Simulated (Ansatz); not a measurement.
**Zone-centre phonons of ZrN at -1 GPa: input and output**

All numbers below come from DFT LDA, scalar-relativistic, plane waves, PAW (Ansatz 0.2.0).

Launched with:
```bash
ansatz run input.yaml --threads 1 --pin off --max-ram 3072MiB --backend cpu --events-out ev --progress --plain --runs-dir out
```

Input (bare energies are in eV):
```yaml
crystal:
  lattice:
    - [0.0, 2.2653518089, 2.2653518089]
    - [2.2653518089, 0.0, 2.2653518089]
    - [2.2653518089, 2.2653518089, 0.0]
  atoms:
    - { symbol: Zr, position: [0.0, 0.0, 0.0] }
    - { symbol: "N", position: [0.5, 0.5, 0.5] }
basis:
  ecutwfc: 420
kpoints:
  mp_grid: { grid: [16, 16, 16] }
hamiltonian:
  xc: lda
scf:
  occupations: { method: fermi_dirac, width: 0.15 }
output:
  eigenvalues: true
phonons:
  method: dfpt
  eigenvectors: true
```

Results section of the output:
```
--- Phonons (Γ-DFPT): 2 representative perturbations + reference, on 349 of 4096 k-points (Σ response iterations 6) ---
  k mesh reduced under 8 symmetry operations, with k and −k counted as one. Each operation leaves every solved perturbation unchanged. A smaller set is not used because it would not reduce the number of displacements ...
  ASR residual: 6.781e-4 → 0.000e0 eV/Å²; symmetrization residual: 7.691e-7 eV/Å²
  ASR residual per site (eV/Å²): 6.78e-4 1.04e-4
  Γ frequencies (cm⁻¹): 0.00 0.00 0.00 507.94 507.94 507.94
  non-analytic LO–TO correction: not included (Born effective charges unavailable; polar crystals: no LO–TO splitting at Γ)
```

It took 26 s on 1 thread of Intel(R) Xeon(R) Processor @ 2.70GHz, on a shared host, peak memory 0.66 GiB.

In a metal, frequencies and elastic constants depend on the k mesh and the smearing, soft modes and shear constants most.